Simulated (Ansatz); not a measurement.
# V: strain and displacement

```xyz
1
Lattice="-1.5130 1.5130 1.5130 1.5130 -1.5130 1.5130 1.5130 1.5130 -1.5130" Properties=species:S:1:pos:R:3 pbc="T T T"
V     0.0000    0.0000    0.0000
```

The conventional cell has a = 3.026 Å, b = 3.026 Å, c = 3.026 Å, α = 90.00°, β = 90.00°, γ = 90.00°. V (atom 1) is surrounded by 8 V at 2.62 Å.

The cell comes from COD entry 7101267, which wasn't checked; take it as a given geometry.

Computed with Ansatz 0.2.0, DFT, PBE, all-electron PAW with datasets made for the crystal, scalar-relativistic.

Settings: a Γ-centred 15×15×15 k mesh, Fermi–Dirac smearing of 0.03 eV, cutoff 280 eV (chosen by the program for this cell), spin-polarised from start moments V 1.5 μB (the moments died away, and the run ended non-magnetic).

The unchanged cell is at -5.36 GPa.

In a metal, stresses and small energies carry noise from the k mesh.

x, y and z are the Cartesian axes of the cell as listed; fractional coordinates follow a strain, and an engineering shear is twice the off-diagonal strain component.

(1) With this change (z strained by -1 % at fixed volume), what becomes of the energy and stress?

(2) With this change (xy engineering shear strain of -1.5 %), what becomes of the energy and stress?

## Answers

(1) Energy change under 1 meV/atom; stress change (xx, yy, zz, yz, xz, xy) -0.59, -0.59, 1.37, 0.00, 0.00, 0.00 GPa, compression positive.

(2) Energy change under 1 meV/atom; stress change (xx, yy, zz, yz, xz, xy) 0.08, 0.08, 0.00, 0.00, 0.00, 0.43 GPa, compression positive.
